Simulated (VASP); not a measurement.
These are HSE06 screened hybrid, VASP's PBE PAW potentials (set 64) (plane waves; VASP) values and carry that method's errors.

The input files of a VASP run:

### INCAR
```
# general
SYSTEM   = AlSb
PREC     = Accurate
ENCUT    = 300   # plane-wave cut-off (eV)
LREAL    = .False.   # projection in real space or not
LASPH    = .True.   # aspherical one-centre terms
ISYM     = 3

# electronic loop
EDIFF    = 1E-6   # SCF stop (eV)
NELM     = 100
ALGO     = Normal   # blocked Davidson
LMAXMIX  = 4   # l cut-off of mixed one-centre charges

# smearing
ISMEAR   = 0   # Gaussian
SIGMA    = 0.01   # width (eV)

# functional
GGA      = PE   # PBE
LHFCALC  = .True.
AEXX     = 0.25
HFSCREEN = 0.2   # 1/Angstrom
PRECFOCK = Fast

# ions
ISIF     = 2

# output
LWAVE    = .False.
LCHARG   = .False.
```

**KPOINTS**
```
kpoints
0
G
  2 2 2
0 0 0
```

File POSCAR:
```
AlSb
1
    0.0000000000     3.0925200000     3.0925200000
    3.0925200000     0.0000000000     3.0925200000
    3.0925200000     3.0925200000     0.0000000000
Al Sb
1 1
Direct
  0.0010550000   0.0052840000  -0.0015870000
  0.7489450000   0.7447160000   0.7515870000
```

POTCAR, in this order: Al Sb (PBE.64 set). Program: vasp_std.

The resulting files:

File OSZICAR:
```
       N       E                     dE             d eps       ncg     rms          rms(c)
DAV:   1    -0.121874688124E+04   -0.12187E+04   -0.19629E+03   128   0.449E+02
DAV:   2    -0.123633381902E+04   -0.17587E+02   -0.15947E+02   176   0.654E+01
DAV:   3    -0.123673094627E+04   -0.39713E+00   -0.39711E+00   208   0.137E+01
DAV:   4    -0.123673203274E+04   -0.10865E-02   -0.10788E-02   208   0.847E-01
DAV:   5    -0.843401881734E+01    0.12283E+04   -0.39743E+00   128   0.137E+01    0.228E+01
DAV:   6    -0.814864106961E+01    0.28538E+00   -0.59340E-01   152   0.394E+00    0.166E+01
DAV:   7    -0.808440136821E+01    0.64240E-01   -0.14452E-01   152   0.195E+00    0.108E+01
DAV:   8    -0.806896059681E+01    0.15441E-01   -0.24251E-02   160   0.910E-01    0.695E+00
DAV:   9    -0.806544223470E+01    0.35184E-02   -0.54713E-03   152   0.473E-01    0.421E+00
DAV:  10    -0.806548787264E+01   -0.45638E-04   -0.21950E-03   128   0.305E-01    0.252E+00
DAV:  11    -0.806617692397E+01   -0.68905E-03   -0.90649E-04   128   0.201E-01    0.149E+00
DAV:  12    -0.806673678321E+01   -0.55986E-03   -0.35368E-04   128   0.130E-01    0.861E-01
DAV:  13    -0.806708619939E+01   -0.34942E-03   -0.14943E-04   136   0.870E-02    0.494E-01
DAV:  14    -0.806728487491E+01   -0.19868E-03   -0.67791E-05   128   0.595E-02    0.284E-01
DAV:  15    -0.806739252620E+01   -0.10765E-03   -0.31975E-05   128   0.414E-02    0.162E-01
DAV:  16    -0.806744917036E+01   -0.56644E-04   -0.15298E-05   128   0.288E-02    0.926E-02
DAV:  17    -0.806747843945E+01   -0.29269E-04   -0.74268E-06   128   0.202E-02    0.527E-02
DAV:  18    -0.806749336024E+01   -0.14921E-04   -0.36371E-06   128   0.141E-02    0.298E-02
DAV:  19    -0.806750089756E+01   -0.75373E-05   -0.17918E-06   128   0.995E-03    0.168E-02
DAV:  20    -0.806750467749E+01   -0.37799E-05   -0.88332E-07   128   0.700E-03    0.943E-03
DAV:  21    -0.806750656038E+01   -0.18829E-05   -0.43617E-07   128   0.494E-03    0.532E-03
DAV:  22    -0.806750749219E+01   -0.93181E-06   -0.21398E-07   120   0.347E-03
   1 F= -.80675075E+01 E0= -.80675075E+01  d E =-.401470E-48
```

### OUTCAR
```
------------------------ aborting loop because EDIFF is reached ----------------------------------------
  FORCE on cell =-STRESS in cart. coord.  units (eV):
  Direction    XX          YY          ZZ          XY          YZ          ZX
  --------------------------------------------------------------------------------------
  Total        1.0602578      1.0641481      1.0526158     -0.2615399     -0.1541222      0.0392866
  in kB       28.7180214     28.8233934     28.5110315     -7.0840407     -4.1745366      1.0641113
  external PRESSURE =      28.6841488 kB  Pullay stress =       0.0000000 kB
  volume of cell :       59.15
      direct lattice vectors                 reciprocal lattice vectors
     0.000000000  3.092520000  3.092520000    -0.161680442  0.161680442  0.161680442
     3.092520000  0.000000000  3.092520000     0.161680442 -0.161680442  0.161680442
     3.092520000  3.092520000  0.000000000     0.161680442  0.161680442 -0.161680442
 POSITION                                       TOTAL-FORCE (eV/Angst)
 -----------------------------------------------------------------------------------
      3.10395      3.09087      0.01960        -0.206681      0.050047     -0.350450
      4.62735      4.64043      4.61918         0.206681     -0.050047      0.350450
 -----------------------------------------------------------------------------------
    total drift:                               -0.000010      0.000008     -0.000024
  FREE ENERGIE OF THE ION-ELECTRON SYSTEM (eV)
  ---------------------------------------------------
  free  energy   TOTEN  =        -8.0675074922 eV

  energy  without entropy=       -8.0675074922  energy(sigma->0) =       -8.06750749

  exchange ACFDT corr.  =         0.00000000  see jH, gK, PRB 81, 115126
```
(Selected blocks of OUTCAR.)

The structure comes from a computed database's AlSb entry; how it stands against other phases isn't given here. The cell was not relaxed at this level, atoms are displaced from their ideal sites. The k-mesh is coarse (spacing up to 0.88 per Å, 2π included), so the numbers may not be converged in it. The run is one of a series of settings (KPOINTS 2×2×2 Γ-centred mesh against the base run), some of them coarse on purpose.
